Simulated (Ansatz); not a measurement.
# TiC (rocksalt type): the cost of one run

Method: DFT, PBE, all-electron LAPW, scalar-relativistic, in Ansatz 0.2.0.

## Step 1: The system as given

The structure is cubic, space group Fm-3m (No. 225). Conventional cell: a = 3.847 Å, b = 3.847 Å, c = 3.847 Å, α = 90.00°, β = 90.00°, γ = 90.00°. Ti (site symmetry m-3m) is surrounded by 6 C at 1.92 Å. C (site symmetry m-3m) is surrounded by 6 Ti at 1.92 Å.

Structure file:

```cif
data_structure
_symmetry_space_group_name_H-M 'Fm-3m'
_symmetry_Int_Tables_number 225
_cell_length_a 3.8470
_cell_length_b 3.8470
_cell_length_c 3.8470
_cell_angle_alpha 90.000
_cell_angle_beta 90.000
_cell_angle_gamma 90.000
_cell_volume 56.93
loop_
_atom_site_label
_atom_site_type_symbol
_atom_site_symmetry_multiplicity
_atom_site_Wyckoff_symbol
_atom_site_fract_x
_atom_site_fract_y
_atom_site_fract_z
_atom_site_occupancy
Ti1 Ti 4 a 0.00000 0.00000 0.00000 1
C1 C 4 b 0.50000 0.00000 0.00000 1
```

The file gives the conventional cell by its symmetry; the runs use the cell typed in the input.

Atoms are numbered in the order of the input: Ti1, C2.

## Step 2: Rocksalt relaxed under pressure, LAPW

Contents of input.yaml:

```yaml
crystal:
  lattice:
    - [0.0, 1.9235030705, 1.9235030705]
    - [1.9235030705, 0.0, 1.9235030705]
    - [1.9235030705, 1.9235030705, 0.0]
  atoms:
    - { symbol: Ti, position: [0.0, 0.0, 0.0] }
    - { symbol: C, position: [0.5, 0.5, 0.5] }
kpoints:
  mp_grid: { grid: [17, 17, 17] }
scf:
  occupations: { method: fermi_dirac, width: 0.1 }
hamiltonian:
  xc: pbe
  pseudopotentials: { kind: all_electron, lapw: { basis_error: 0.0005 } }
output:
  forces: true
  stress: true
  eigenvalues: true
relax:
  f_tol: 0.005
  max_steps: 12
  cell: { p_target: 180.0, stress_tol: 0.09 }
```

Launch:

```bash
ansatz run input.yaml --threads 1 --pin off --max-ram 3584MiB --backend cpu --events-out ev --progress --plain --runs-dir out
```

Q: Estimate wall time and peak memory on 1 thread of AMD EPYC 7B13 (Zen 3), shared host.

About 34 s, with a peak of 0.53 GiB.
